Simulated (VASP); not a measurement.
Given:

```yaml
crystal:
  lattice:
    - [0.00000, 3.11809, 3.11809]
    - [3.11809, 0.00000, 3.11809]
    - [3.11809, 3.11809, 0.00000]
  atoms:
    - { symbol: Zn, position: [0.00000, 0.00000, 0.00000] }
    - { symbol: Te, position: [0.25000, 0.25000, 0.25000] }
```

Level of theory: r2SCAN meta-GGA, VASP's PBE PAW potentials (set 64) (plane waves; VASP). Numerical set-up: 520 eV cut-off, 8×8×8 Γ-centred mesh, Gaussian smearing of 0.050 eV, potentials Zn Te.

Problem. Give the stress tensor in GPa (positive for a compressed cell).

Solution. 
```
-2.57   0.00   0.00
 0.00  -2.57   0.00
 0.00   0.00  -2.57
```
The pressure is its mean diagonal, -2.57 GPa.

The compound is ZnTe in the zinc blende structure. This cell is one point of a volume scan, at 1.06 of the reference volume.
